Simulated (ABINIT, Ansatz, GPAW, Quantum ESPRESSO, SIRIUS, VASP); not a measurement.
## HgTe: programs and potentials compared

```
CELL_PARAMETERS angstrom
0.00000 3.21450 3.21450
3.21450 0.00000 3.21450
3.21450 3.21450 0.00000
ATOMIC_POSITIONS crystal
Hg 0.00000 0.00000 0.00000
Te 0.75000 0.75000 0.75000
```

Alike in all runs: task single point; functional PBEsol; k mesh 7 × 7 × 7; occupations fermi-dirac, width 0.05 eV; no spin polarisation; no spin-orbit coupling. Pressure is positive in compression and, in plane waves, holds the error of the finite cutoff.

```csv
program and potentials,plane-wave cutoff (eV),notes,pressure (GPa)
"Ansatz, all-electron LAPW, scalar-relativistic",-,-,1.77
"Quantum ESPRESSO, GBRV 1.5 PBEsol",612,9 valence electrons an atom on average,2.19
"VASP, PBE PAW files Hg, Te, 520 eV",520,potentials made for PBE; 9 valence electrons an atom on average,1.89
"GPAW, PAW data sets generated for this functional",600,12 valence electrons an atom on average,1.74
"ABINIT, PseudoDojo NC SR PBEsol v0.4.1 standard",1088,18 valence electrons an atom on average,1.82
"SIRIUS, PseudoDojo 0.4.1 PBEsol standard (scalar relativistic)",1102,18 valence electrons an atom on average,1.82
```

The pressure spans 1.74 (GPAW, PAW data sets generated for this functional) to 2.19 GPa (Quantum ESPRESSO, GBRV 1.5 PBEsol), with all-electron results at 1.77.

The functional is the same throughout but for its coding, so the spread measures potentials, basis and numerics; runs on potential files found faulty are left out.
